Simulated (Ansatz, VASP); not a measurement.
**TaN: VASP beside Ansatz**

```
CELL_PARAMETERS angstrom
0.00000 2.24437 2.17900
2.24437 0.00000 2.17900
2.24437 2.24437 0.00000
ATOMIC_POSITIONS crystal
Ta 0.50000 0.50000 0.50000
N 0.00000 0.00000 0.00000
```

Change from the starting cell: strain +0.0300 x Voigt [1, 1, 0, 0, 0, 0], atoms carried along.

Alike in both runs: task single point; functional PBEsol; k mesh 18 × 18 × 18; occupations gaussian, width 0.15 eV; no spin polarisation.

```csv
,VASP,Ansatz
version,VASP 6.6.1,Ansatz 0.2.0
potentials or method,"VASP PAW PBE potentials, release 64 (Ta_pv, N)","scalar-relativistic, plane waves, PAW"
plane-wave cutoff (eV),520,420
valence electrons in the cell,16,18
```

Ansatz gave:

```
gap on the k mesh at the Fermi level (eV)       : none
pressure (GPa)                                  : -14.4
largest component of the traceless stress (GPa) : 10.41
```

Q: What did VASP give for the same quantities?

A: gap on the k mesh at the Fermi level (eV): none; pressure (GPa): -13.7; largest component of the traceless stress (GPa): 10.50.

A gap of «none» marks a metal or a gap that the smearing closes. With one functional, cell and mesh, what is left measures potentials, basis and numerics. The two sets of potentials don't hold the same shells in valence.

Caveats: the PAW data sets were made with another functional, which shifts forces and pressure a little (VASP). The runs have no spin-orbit coupling, so splittings on Ta are missing.
